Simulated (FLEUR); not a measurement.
Runs of FLEUR MaX-R8.1 (later development tree) on Eu. It takes space group Im-3m (No. 229, cubic). Conventional cell: a = 4.606 Å, b = 4.606 Å, c = 4.606 Å, α = 90.00°, β = 90.00°, γ = 90.00°. Eu (site symmetry m-3m) has 8 Eu at 3.99 Å as nearest neighbours. 

```csv
level,spin,k mesh,moment (μB)
PBE,"collinear, ferromagnetic start, SOC",6 × 6 × 6,7.43
PBEsol,"collinear, ferromagnetic start",8 × 8 × 8,(a)
PBE,"collinear, ferromagnetic start",8 × 8 × 8,7.36
RPBE,"collinear, ferromagnetic start",8 × 8 × 8,7.46
```

Alike in all rows: task band structure; potentials or basis all-electron, FLAPW; cell as given; smearing fermi-dirac 0.05 eV; kmax 4.1 1/bohr.

Task: Fill in the values left out.

Result: (a) 7.37.

Not every run made on this cell is shown here.
